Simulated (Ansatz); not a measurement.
# MgO2: the cost of one run

Computed with Ansatz 0.2.0 (DFT r2SCAN, scalar-relativistic, plane waves, PAW, unless a step's input says otherwise).

2 further runs of the same task are left out: 2 set aside as unsound or not needed.

### Step 1. The system as given

Symmetry: R-3m, No. 166, trigonal system. The conventional cell has a = 3.210 Å, b = 3.210 Å, c = 10.482 Å, α = 90.00°, β = 90.00°, γ = 120.00°. Mg (site symmetry -3m) is surrounded by 6 O at 2.11 Å. Around O (site symmetry 3m) lie 1 O at 1.49 Å and 3 Mg at 2.11 Å.

As a file:

```cif
data_structure
_symmetry_space_group_name_H-M 'P 1'
_symmetry_Int_Tables_number 1
_cell_length_a 3.9549
_cell_length_b 3.9549
_cell_length_c 3.9549
_cell_angle_alpha 47.878
_cell_angle_beta 47.878
_cell_angle_gamma 47.878
_cell_volume 31.17
loop_
_atom_site_label
_atom_site_type_symbol
_atom_site_fract_x
_atom_site_fract_y
_atom_site_fract_z
_atom_site_occupancy
Mg1 Mg 0.00000 0.00000 0.00000 1
O1 O 0.42879 0.42879 0.42879 1
O2 O 0.57121 0.57121 0.57121 1
```

This is candidate A: structure listed in a database for this formula (R-3m, No. 166).

(A quick probe on a coarse mesh, which set the mesh and smearing, is not shown.)

### Step 3. Rough relaxation on the coarse mesh (candidate A)

input.yaml reads:

```yaml
crystal:
  lattice:
    - [1.604761016, 0.9265092046, 3.4939788749]
    - [-1.604761016, 0.9265092046, 3.4939788749]
    - [0.0, -1.8530184092, 3.4939788749]
  atoms:
    - { symbol: Mg, position: [0.0, 0.0, 0.0] }
    - { symbol: O, position: [0.428786, 0.428786, 0.428786] }
    - { symbol: O, position: [0.571214, 0.571214, 0.571214] }
basis:
  ecutwfc: 500
kpoints:
  mp_grid: { grid: [6, 6, 6] }
hamiltonian:
  xc: r2scan
scf:
  occupations: { method: gaussian, width: 0.1 }
  lower_state_search: "off"
output:
  forces: true
  stress: true
  eigenvalues: true
relax:
  adjacent_minimum: "off"
  f_tol: 0.04
  max_steps: 70
  cell: { stress_tol: 0.4 }
```

The run is started by

```
$ ansatz run input.yaml --threads 1 --pin off --max-ram 3072MiB --backend cpu --events-out ev --progress --plain --runs-dir out
```

Q: Estimate wall time and peak memory on 1 thread of Arm Neoverse V1, shared host.

About 15 s, with a peak of 0.41 GiB.
